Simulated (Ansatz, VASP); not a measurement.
## AgCl in VASP and in Ansatz

```
CELL_PARAMETERS angstrom
0.00000 2.75987 2.77318
2.75987 0.00000 2.77318
2.75987 2.75987 0.00000
ATOMIC_POSITIONS crystal
Ag 0.00000 0.00000 0.00000
Cl 0.50000 0.50000 0.50000
```

Change from the starting cell: biaxial_xy strain -0.5%.

Alike in both runs: task single point; functional PBE; k mesh 8 × 8 × 8; occupations fermi-dirac, width 0.02 eV; no spin polarisation.

```csv
,VASP,Ansatz
version,VASP 6.6.1,Ansatz 0.2.0
potentials or method,"VASP PAW PBE potentials, release 64 (Ag, Cl)","plane waves, PAW"
plane-wave cutoff (eV),520,420
valence electrons in the cell,18,26
```

Ansatz gave:

- gap on the k mesh at the Fermi level (eV): 0.89
- pressure (GPa): 2.1
- largest component of the traceless stress (GPa): 0.09

Question: Estimate VASP's values.

Answer: gap on the k mesh at the Fermi level (eV): 0.89; pressure (GPa): 2.0; largest component of the traceless stress (GPa): 0.09.

The functional is the same, so the differences come from potentials, cutoffs and numerics. The two sets of potentials don't hold the same shells in valence.

A k mesh can miss the band edges.
